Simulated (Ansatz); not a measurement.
AlSb (zinc blende)

```
AlSb
1.0
    0.00000     3.07861     3.07861
    3.07861     0.00000     3.07861
    3.07861     3.07861     0.00000
Sb Al
1 1
Cartesian
  4.61792   4.61792   4.61792
  0.00000   0.00000   0.00000
```

The slice is a {100} plane (indices of the conventional cell) through the point (0.750, 0.750, 0.750) (fractional), spanned by u = [100] and v = [0 1 -1] in vectors of this cell: u (4.35 Å) and v (4.35 Å, at 90° to u). It covers one period; positions are fractions (u, v).

All values below come from PBEsol (plane waves to 420 eV, PAW, scalar-relativistic; Ansatz, a quantum-chemistry and plane-wave program). k mesh 13×13×13. Inside the PAW spheres the values are not all-electron values, and peaks at nuclei hang on which shells count as valence. AlSb was relaxed with its symmetry unable to fall. Spin-orbit coupling is left out, though Sb is heavy. The PAW data are Ansatz's earlier set.

Three fields on this plane, each scaled to ten steps between its own extremes (0 low, 9 high; the total valence density on a logarithmic scale, the potential cut 8 eV below its top; x marks points blanked near nuclei; v = 0 in the bottom row):

Map A
```
|xxxxxx6200011100026xxxxx|
|xxxxxx5200011100025xxxxx|
|xxxxx852001111100258xxxx|
|xxxx96310011211001369xxx|
|xxx8642100112110012468xx|
|665532100011111000123556|
|222211000011111000011222|
|000000000011111000000000|
|000000000001110000000000|
|000111111000000011111100|
|111111111100000111111111|
|111122111100000111122111|
|111111111100000111111111|
|000111111000000011111100|
|000000000001110000000000|
|000000000011111000000000|
|222211000011111000011222|
|665532100011111000123556|
|xxx8642100112110012468xx|
|xxxx96310011211001369xxx|
|xxxxx852001111100258xxxx|
|xxxxxx5200011100025xxxxx|
|xxxxxx6200011100026xxxxx|
|xxxxxx6200011100026xxxxx|
```

Map B
```
|xxxxxx0256777776520xxxxx|
|xxxxxx0367777777630xxxxx|
|xxxxx004678888876400xxxx|
|xxxx00357888888875300xxx|
|xxx0025788888888875200xx|
|000035788999999988753000|
|123457889999999998875432|
|556678899999999999887665|
|667788999999999999988776|
|777888999999999999988877|
|777888999999999999988877|
|777888999999999999988877|
|777888999999999999988877|
|777888999999999999988877|
|667788999999999999988776|
|556678899999999999887665|
|123457889999999998875432|
|000035788999999988753000|
|xxx0025788888888875200xx|
|xxxx00357888888875300xxx|
|xxxxx004678888876400xxxx|
|xxxxxx0367777777630xxxxx|
|xxxxxx0256777776520xxxxx|
|xxxxxx0156777776510xxxxx|
```

Map C
```
|xxxxxx7998644468997xxxxx|
|xxxxxx7998643468997xxxxx|
|xxxxx689875333578986xxxx|
|xxxx67888643234688876xxx|
|xxx6788864321234688876xx|
|777888765321112356788877|
|999988653210001235688999|
|999886532100000123568899|
|988764321000000012346788|
|666543210000000001234566|
|544332100000000000123344|
|443321100000000000112334|
|544332100000000000123344|
|666543210000000001234566|
|988764321000000012346788|
|999886532100000123568899|
|999988653210001235688999|
|777888765321112356788877|
|xxx6788864321234688876xx|
|xxxx67888643234688876xxx|
|xxxxx689875333578986xxxx|
|xxxxxx7998643468997xxxxx|
|xxxxxx7998644468997xxxxx|
|xxxxxx7999654569997xxxxx|
```

**Question.** Assign the maps to these fields: density of the lowest conduction band (whole band as if filled, smooth part); electron localisation function (ELF); electrostatic potential energy of an electron, from the cell's mean.

**Answer.** A is the density of the lowest conduction band (whole band as if filled, smooth part); B is the electrostatic potential energy of an electron, from the cell's mean; C is the electron localisation function (ELF).
